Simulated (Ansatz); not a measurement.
# In: the cost of one run

Computed with Ansatz 0.2.0 (DFT PBE, scalar-relativistic, plane waves, PAW, unless a step names another level, unless a step's input says otherwise).

1 further run of the same task is left out (set aside as unsound or not needed).

## (1) The starting structure

Symmetry: C2/m, No. 12, monoclinic system. Conventional cell: a = 5.956 Å, b = 3.335 Å, c = 3.338 Å, α = 90.00°, β = 123.92°, γ = 90.00°. Around In (site symmetry 2/m) lie 12 In at 3.33 to 3.42 Å.

Cell or atoms stand a little off a more symmetric structure (Fm-3m at a tolerance of 0.3 Å), so results at this geometry aren't those of that ideal crystal.

As a file:

```cif
data_structure
_symmetry_space_group_name_H-M 'C2/m'
_symmetry_Int_Tables_number 12
_cell_length_a 5.9563
_cell_length_b 3.3349
_cell_length_c 3.3376
_cell_angle_alpha 90.000
_cell_angle_beta 123.920
_cell_angle_gamma 90.000
_cell_volume 55.01
loop_
_atom_site_label
_atom_site_type_symbol
_atom_site_symmetry_multiplicity
_atom_site_Wyckoff_symbol
_atom_site_fract_x
_atom_site_fract_y
_atom_site_fract_z
_atom_site_occupancy
In1 In 2 d 0.00000 0.50000 0.50000 1
```

It is the end of an earlier relaxation with the same method, from a generated guess; it needn't be the stable form of this composition. At a tolerance of 0.05 Å it has space group I4/mmm (No. 139); it has 27.51 Å³/atom, an uncorrected energy of -0.00 eV/atom over the standard state.

## (2) Static run: bands, density of states and charges

Contents of input.yaml:

```yaml
crystal:
  lattice:
    - [2.9781326045, -1.6674473738, -0.0088719689]
    - [2.9781326045, 1.6674473738, -0.0088719689]
    - [-1.854220978, 0.0, 2.7751528376]
  atoms:
    - { symbol: In, position: [0.5, 0.5, 0.5] }
basis:
  ecutwfc: 420
kpoints:
  mp_grid: { grid: [20, 20, 20] }
  band_path:
    path:
      - [[0.0, 0.0, 0.0], [-0.36381066, 0.36381066, 0.0]]
      - [[-0.63618934, -0.36381066, 0.0], [-0.5, -0.5, 0.0], [0.0, 0.0, 0.0], [-0.5, -0.5, 0.5], [-0.74952865, -0.25047135, 0.5]]
      - [[-0.25047135, 0.25047135, 0.5], [0.0, 0.0, 0.5], [0.0, 0.0, 0.0]]
      - [[-0.5, 0.0, 0.5], [0.0, 0.0, 0.0], [-0.5, 0.0, 0.0]]
    npoints: 14
hamiltonian:
  xc: pbe
scf:
  occupations: { method: gaussian, width: 0.1 }
  n_extra_bands: 6
output:
  forces: true
  stress: true
  eigenvalues: true
  populations: true
  dos: { projected: true, de: 0.02, nscf_kmesh: { grid: [24, 24, 24] } }
  bader: true
```

Launch:

```bash
ansatz run input.yaml --threads 1 --pin off --max-ram 2560MiB --backend cpu --events-out ev --progress --plain --runs-dir out
```

What time and memory should one allow on 1 thread of Arm Neoverse V2, shared host?

About 71 s, with a peak of 1.1 GiB.
